A crystal that comes out larger with one density functional than with another looks, at first sight, like the same crystal pulled apart. Its bulk modulus, the resistance to uniform compression, should then fall exactly as it does when a single functional is used and the cell is stretched. For simple cubic osmium the first half of this picture is useful and the second half is wrong. The crystal does soften as it grows, but by only about two thirds of what stretching alone would give.

Simple cubic Os from non-spin-polarised DFT in Ansatz 0.2.0, with plane waves, scalar-relativistic PAW datasets made for PBE, a 420 eV cutoff, a 14×14×14 k mesh and Fermi-Dirac smearing of 0.1 eV. The volume, bulk modulus and pressure derivative come from a third-order Birch-Murnaghan fit to uniformly scaled cells.

```
functional  volume per atom (Å³)  bulk modulus (GPa)  bulk modulus pressure derivative
       LDA                 15.96                 309                              4.56
    PBEsol                 16.22                 296                              4.58
       PBE                 16.74                 270                              4.63
    revPBE                 16.89                 261                              4.65
      RPBE                 16.95                 258                              4.66
      BLYP                 17.54                 234                              4.73
```

From LDA to BLYP the volume per atom grows by a tenth and the bulk modulus falls by a quarter. Every step down the table goes the same way, but the steps are very uneven. revPBE and RPBE almost coincide, whereas BLYP stands 0.59 Å³ beyond RPBE. Two questions follow: what pushes the atoms apart, and why does the stiffness fall as gently as it does?

It helps to think of the functional as a source of pressure. Hold the cubic cell at an edge of about 2.56 Å, close to where PBE is at rest, and the calculation with PBEsol wants to shrink, at −10 GPa, while the one with BLYP wants to swell, at +11 GPa. The same atoms at practically the same spacing thus feel pressures that differ by some 20 GPa, or about 200 000 atmospheres. Each crystal then relaxes to the volume at which its own pressure vanishes.

Seen from LDA, every other functional in the table adds an outward pressure. For PBE it amounts to about 14 GPa at the volume where LDA is at rest. Divided by a bulk modulus of roughly 300 GPa, this gives an expansion of about 5 %, which is indeed the difference between the two volumes. The pressure was worked out from the tabulated constants, so this is a translation of the volume shift and not a prediction of it, but it shows the size of push that matters.

The physical origin of the push lies mainly in how exchange is treated where the electron density varies quickly. LDA takes the exchange energy of a uniform electron gas at each point. Gradient-corrected functionals multiply it by an enhancement factor that grows with the reduced gradient, which measures how fast the density changes on the scale of the local electron wavelength. When atoms move apart, the density between them thins out and reduced gradients rise there. The corrected exchange energy therefore gains more in the expanded crystal, and an energy that drops on expansion is an outward pressure.

PBE, revPBE and RPBE make the cleanest comparison, because they share the same correlation and differ only in the exchange factor. At a reduced gradient of 0.5 their factors are nearly equal; at 2 the enhancement above LDA is 0.42, 0.51 and 0.53. The volumes follow the same order, with a larger step from PBE to revPBE and a small one to RPBE. Since the formulas differ so little at small gradients, the extra expansion must come mostly from regions where the reduced gradient is larger.

PBEsol has a weaker exchange enhancement than PBE, and its volume accordingly lies closer to that of LDA. It lies closer than exchange alone would suggest: at a reduced gradient of 1 its enhancement is about 60 % of that of PBE, yet its expansion is only a third as large. The likely reason is that gradient corrections to correlation act the opposite way and favour a denser crystal. PBEsol weakens these as well, but less than it weakens the exchange enhancement. The net push is what remains of the two opposing terms, so it shrinks by more than either.

BLYP breaks the ordering by exchange. Its enhancement lies between those of PBE and revPBE at reduced gradients of 1 and 2, and only slightly above that of RPBE at 0.5. On this evidence its volume should be near those of the PBE family, not far beyond them. The likely culprit is its correlation part, LYP, which gives a uniform electron gas too little correlation energy. Correlation normally helps to pull a metal together, because its energy becomes more negative as the density rises; when that pull is too weak, the metal swells. This explanation rests on known properties of LYP, and a calculation that joined the exchange of BLYP to the correlation of PBE would put it to the test.

The second question, the gentle loss of stiffness, can be answered with a short derivation. Let V be the volume per atom, P_LDA(V) the pressure that LDA gives and D(V) the outward pressure added by another functional. The new crystal is at rest where

P_LDA(V) + D(V) = 0.

The bulk modulus is B = −V dP/dV, so at that volume

B = B_LDA(V) − V dD/dV.

The first term is the stiffness of the stretched LDA crystal. The second is present because the added pressure itself changes with volume. If D fades on expansion as V^(−m), the second term equals m·D and is positive. An outward push that weakens as the crystal expands, and strengthens as it is compressed, acts like an additional spring.

The LDA runs show directly that such a spring is needed. The pressures in two stretched LDA cells give a bulk modulus of 235 GPa around 16.89 Å³. That is the equilibrium volume of revPBE, whose bulk modulus is 261 GPa. At equal volume LDA is thus the softer of the two, although it heads the table as the stiffest. It owes that place to its small equilibrium volume.

To see how far one spring serves for all, a single exponent m was fitted to the five functionals other than LDA, with the LDA curve taken from its tabulated constants. The result is m ≈ 1.6. PBE, which was part of the fit and is its worst case, serves as a worked example. At the PBE volume the LDA curve gives 247 GPa and the added pressure is 13.2 GPa, so

B ≈ 247 + 1.62 × 13.2 ≈ 268 GPa,

against 270 GPa in the table. The full comparison is in the output printed below.

The derivation also yields a rule that is easy to remember. Along one functional's own curve, a small expansion of 1 % lowers the bulk modulus by about B′ per cent, where B′ is the bulk modulus pressure derivative, here 4.6 for LDA. From one functional to the next the loss is only B′ − m, or about 3 %. The bulk modulus therefore falls roughly as the inverse cube of the volume, and a direct fit to all six rows gives the same power. Sliding along the LDA curve to the BLYP volume would cost 113 GPa, whereas the actual loss is 75 GPa.

BLYP obeys this rule as well as the others do, even though its volume is out of line with its exchange. The stiffness depends on how large the added pressure is and how it fades, and much less on which part of the functional supplies it. This is why the bulk moduli form a smooth series when they are plotted against volume, while the volumes themselves do not follow from exchange alone. Someone who knows the volume from a further functional of this kind can make a fair first guess at its bulk modulus for this crystal.

One derivative further on, the match with the table is lost. In the table B′ rises slightly, from 4.56 to 4.73. In the model, B′ is an average of the value on the stretched LDA curve, about 5 at the BLYP volume, and of m, weighted by their shares in the bulk modulus, 196 and 38 GPa. That gives about 4.5, a small fall in place of a small rise. It is tempting to blame the power law, but the pressures from the runs speak for it. When the LDA pressure, interpolated between its runs, is subtracted from that of PBE or BLYP at equal volume, the remainder fades with an exponent that stays close to 1.8, a little above the fitted value. The weak point is more likely the LDA curve. It was rebuilt from three constants, and far from the volume of rest such a curve still gives the stiffness well, but the change of stiffness under pressure less well.

Three limits bear on how the values may be used. The description of the atomic cores was made for PBE and serves every functional, so each shift away from PBE may contain an error of unknown size; this matters most for a gap as narrow as the 0.06 Å³ between revPBE and RPBE. Real osmium is hexagonal close-packed, so these values for a hypothetical cubic form show how the functionals differ from one another, not which of them is closest to the metal. Finally, spin polarisation was switched off in every run, so the absence of magnetism is an assumption here.

Printed output of the fit:

```
fit of gain on 5 rows (volume > V0): coefficient of extra 1.619 +/- 0.032; rms 1, worst PBE -1.45, leave-one-out rms 1.14
  rows outside the fit (model, value, miss): LDA 0, 0, 0
fit of log(bulk_modulus) on 6 rows: constant 13.99 +/- 0.14, coefficient of log(volume) -2.979 +/- 0.05; rms 0.00305, worst PBE -0.00483, leave-one-out rms 0.00427
Against LDA:
     row  volume change %  bulk modulus change %  extra pressure at LDA volume GPa  extra pressure at own volume GPa  LDA bulk modulus at own volume GPa  model bulk modulus GPa
     LDA                0                      0                                 0                                 0                                 309                     309
  PBEsol            1.629                 -4.207                             4.964                             4.813                               286.9                   294.7
     PBE            4.887                 -12.62                             14.39                             13.23                               247.1                   268.5
  revPBE            5.827                 -15.53                             16.87                             15.38                               236.7                   261.6
    RPBE            6.203                  -16.5                             17.87                             16.22                               232.6                   258.9
    BLYP              9.9                 -24.27                             27.63                             23.54                                 196                   234.1
Exchange enhancement above LDA:
     row  at reduced gradient 0.5    at 1    at 2
     LDA                        0       0       0
  PBEsol                  0.02892  0.1043     0.3
     PBE                  0.05146  0.1725   0.419
  revPBE                  0.05259  0.1859  0.5077
    RPBE                  0.05315  0.1923  0.5337
    BLYP                  0.05715  0.1788  0.4692
Volume step PBE to revPBE in A^3: 0.15
Volume step revPBE to RPBE in A^3: 0.06
Volume step RPBE to BLYP in A^3: 0.59
LDA bulk modulus from run pressures in GPa: 235.1
at the middle volume in A^3: 16.89
Fall of bulk modulus LDA to BLYP in GPa: 75
Fall along the LDA curve to the BLYP volume in GPa: 113
Mean pressure derivative along that LDA stretch: 4.802
LDA pressure derivative less fitted m: 2.941
```
